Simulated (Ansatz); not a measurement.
## AlNi: how the free axis answers a strain

AlNi, Pm-3m, a = 2.893 Å. The structure is a Materials Project entry; whether it is the stable form wasn't checked. Ansatz: PBE, PAW, 420 eV, Γ-centred 18×18×18 mesh on 2 atoms, Gaussian smearing 0.10 eV; no spin polarisation. Series: uniaxial strain along c, with a, b and atoms relaxed; x is the strain in per cent. y is the change of a in per cent of 2.893 Å.

```tsv
x (%)	y (%)
-4.5	?
-3.0	1.18
-1.5	0.60
0.0	0.00
1.5	-0.61
3.0	-1.20
4.5	-1.77
```

Task: Fit y = c1 x + c2 x² to the other rows, say what c1 measures, and predict the missing y.

Result: Least squares on the rows shown. y = −0.3959 x + 5.495×10⁻⁵ x². So −c1 = 0.396 is Poisson's ratio for this pair of axes. At x = -4.5 the fit asked for gives 1.78 %. The run gave 1.80 %, so the fit is 0.02 % too low, within twice the rms miss on the fitted rows (0.01 %).

Cost: 7 runs of about 5.3 core-minutes in all, on Arm Neoverse V1 (shared hosts).